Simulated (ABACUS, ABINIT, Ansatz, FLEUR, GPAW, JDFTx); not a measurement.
**One calculation of Zn, 6 ways**

```
CELL_PARAMETERS angstrom
2.67000 0.00000 0.00000
-1.33500 2.31229 0.00000
0.00000 0.00000 4.96600
ATOMIC_POSITIONS crystal
Zn 0.66542 0.31974 0.74893
Zn 0.32257 0.68013 0.25107
```

Atoms were shifted at random by some hundredths of an Å from the given cell, which wasn't relaxed again for these runs.

Alike in all runs: task single point; functional PBEsol; k mesh 11 × 11 × 6; occupations fermi-dirac, width 0.05 eV; no spin polarisation; no spin-orbit coupling. Pressure is positive in compression and, in plane waves, holds the error of the finite cutoff.

| program and potentials | plane-wave cutoff (eV) | notes | pressure (GPa) | energy over the undisturbed cell (meV/atom) |
| --- | --- | --- | --- | --- |
| JDFTx, PseudoDojo-SR-PBEsol-0.4.1-standard with smoothed tails | 1143 | 20 valence electrons an atom on average | -5.73 | 0.96 |
| ABACUS, PseudoDojo NC SR 0.4.1 PBEsol standard, plane waves | 1143 | 20 valence electrons an atom on average | -5.66 | 0.97 |
| FLEUR, all-electron, FLAPW | - | - | - | 0.97 |
| GPAW, PAW data sets generated for this functional | 600 | 12 valence electrons an atom on average | -5.76 | 0.97 |
| ABINIT, PseudoDojo NC SR PBEsol v0.4.1 standard | 1143 | 20 valence electrons an atom on average | ? | - |
| Ansatz, all-electron LAPW, scalar-relativistic | - | - | -5.58 | - |

Task: Estimate from the other rows what the run with ABINIT, PseudoDojo NC SR PBEsol v0.4.1 standard gave.

Result: Pressure -5.74 GPa. The other rows, which needn't bracket it: pressure -5.76 to -5.58; energy over the undisturbed cell 0.96 to 0.97.
